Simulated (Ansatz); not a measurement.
# K: how the settings move a single-point run

How sensitive is a single-point run of K to its settings? A reference run comes first, then one run with altered input.

Computed with Ansatz 0.2.0 (reference: DFT, PBEsol, PAW with Ansatz's default frozen-core files, scalar-relativistic, unless a step's input says otherwise).

1 further run of the same task is left out (it didn't finish).

**1. Starting point**

The structure is cubic, space group Im-3m (No. 229). The conventional cell has a = 5.431 Å, b = 5.431 Å, c = 5.431 Å, α = 90.00°, β = 90.00°, γ = 90.00°.

As a file:

```xyz
1
Lattice="-2.7154 2.7154 2.7154 2.7154 -2.7154 2.7154 2.7154 2.7154 -2.7154" Properties=species:S:1:pos:R:3 pbc="T T T"
K     0.0000    0.0000    0.0000
```

**2. Reference**

input.yaml

```yaml
crystal:
  lattice:
    - [-2.7154236633, 2.7154236633, 2.7154236633]
    - [2.7154236633, -2.7154236633, 2.7154236633]
    - [2.7154236633, 2.7154236633, -2.7154236633]
  atoms:
    - { symbol: K, position: [0.0, 0.0, 0.0] }
kpoints:
  mp_grid: { grid: [10, 10, 10] }
scf:
  occupations: { method: fermi_dirac, width: 0.05 }
hamiltonian:
  xc: pbesol
  pseudopotentials: { kind: paw }
output:
  forces: true
  stress: true
  eigenvalues: true
  efg: { contact_densities: true }
```

Command:

```console
ansatz run input.yaml --threads 1 --pin off --max-ram 2048MiB --backend cpu --events-out ev --progress --plain --runs-dir out
```

**3. Variant: preconditioner kerker**

Changes to input.yaml since step 2:

```diff
@@ -11,2 +11,3 @@
   occupations: { method: fermi_dirac, width: 0.05 }
+  mixing: { preconditioner: kerker }
 hamiltonian:
```

What does the calculation give? Wanted: for each run, ending; energy change; pressure; gap; force.

The runs gave:

```
                     run     ending  energy change  pressure (GPa)  gap (eV)  force (eV/Å)  cycles   time
               reference  converged              0            -0.4      0.00          0.00       6    3 s
1: preconditioner kerker  converged   0.0 meV/atom            -0.4      0.00          0.00       6  2.7 s
```

Residual by cycle in the longest SCF loop of each run; runs are numbered as in the table. The quantity is the density residual dr2, in eV.

```
cycle  reference    run 1
    1     5.1e-4   5.1e-4
    2     5.4e-5   5.4e-5
    3     9.4e-6   9.4e-6
    4     4.4e-7   4.4e-7
    5     5.7e-9   5.7e-9
    6    2.6e-10  2.6e-10
```

**Reading.** Energy and cycle count are those of the reference, so the change (mixing) left the result and the number of cycles as they were.
